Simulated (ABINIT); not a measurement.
A run of ABINIT 10.8.3 (patched build):

The input run.abi:

```
# Datasets
ndtset 2

# Pseudopotentials
pp_dirpath "./"
pseudos "Ti.GGA_PBE-JTH.xml"

# Structure
acell 5.4958396735 5.4958396874 8.6529152534
rprim
     1.0000000000     0.0000000000     0.0000000000
    -0.5000000005     0.8660254035     0.0000000000
     0.0000000000     0.0000000000     1.0000000000
ntypat 1
znucl 22
natom 2
typat 1 1
chkprim 0
chksymtnons 0
tolsym 1.0e-6
xred
            2/3            1/3            3/4
            1/3            2/3            1/4

# Plane-wave basis
ecut 15.0
pawecutdg 30.0
pawxcdev 0
ecutsm 0.5

# k points
ngkpt 12 12 8
nshiftk 1
shiftk 0.0 0.0 0.0

# Exchange and correlation
ixc -120135

# Bands and occupations
nband 20
occopt 3
tsmear 0.00499791

# SCF cycle
nstep 80

# Output
prteig 0
prtebands 0
prtwf 0
prtden 0
prtpot 0

# Dataset 1: ground state
kptopt1 1
tolvrs1 1.0e-11
prtwf1 1
tolwfr1 1.0e-14
nbdbuf1 4
nline1 6

# Dataset 2: response at q = 0 to atomic displacements
rfphon2 1
rfatpol2 1 2
rfdir2 1 1 1
getwfk2 1
kptopt2 2
nqpt2 1
qpt2 0.0 0.0 0.0
tolvrs2 1.0e-8
```

The input mrgddb.in:

```
merged_DDB
Ti
2
runo_DS1_DDB
runo_DS2_DDB
```

The input anaddb.abi:

```
ddb_filepath "merged_DDB"
output_file "anaddb.abo"
outdata_prefix "ana"
asr 1
chneut 0
dipdip 0
dieflag 0
enunit 0
eivec 1
nph1l 1
qph1l 0.0 0.0 0.0 1.0
```

Potentials or basis: JTH PAW PBE v2.0.

Command:

```sh
$ abinit run.abi > log 2>&1
$ mrgddb < mrgddb.in > mrgddb.log 2>&1
$ anaddb anaddb.abi > anaddb.log 2>&1
```

Hardware: 1 thread of Intel(R) Xeon(R) 6975P-C (Granite Rapids), on a shared host.

Task: Estimate the wall time of this run.

Result: It took 6.3 min on 1 thread of Intel(R) Xeon(R) 6975P-C (Granite Rapids), with other jobs on the host, peak memory 0.68 GiB. Counts: scf iterations 46, mpi ranks 1, k points 95, bands 20, plane waves 644.
